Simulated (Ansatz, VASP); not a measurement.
# MgO in VASP and in Ansatz

```xyz
4
Lattice="3.5194 0.0000 0.0000 -1.7597 3.0479 0.0000 0.0000 0.0000 3.9669" Properties=species:S:1:pos:R:3 pbc="T T T"
Mg    1.7597    1.0160    2.9752
Mg    0.0000    2.0319    0.9917
O     1.7597    1.0160    0.9917
O     0.0000    2.0319    2.9752
```

Alike in both runs: task single point; functional PBEsol; k mesh 9 × 9 × 6; occupations gaussian, width 0.02 eV; no spin polarisation.

```csv
,VASP,Ansatz
version,VASP 6.6.1,Ansatz 0.2.0
potentials or method,"VASP PAW PBE potentials, release 64 (Mg, O)","scalar-relativistic, plane waves, PAW"
plane-wave cutoff (eV),520,420
valence electrons in the cell,16,32
```

```tsv
	VASP	Ansatz	Ansatz less VASP
gap on the k mesh at the Fermi level (eV)	3.54	3.54	+0.004
least direct gap on the mesh (eV)	3.54	3.54	+0.004
pressure (GPa)	7.3	7.6	+0.26
largest component of the traceless stress (GPa)	10.70	10.65	-0.050
```

The two sets of potentials don't hold the same shells in valence.

Caveats: the PAW data sets were made with another functional, which shifts forces and pressure a little (VASP).
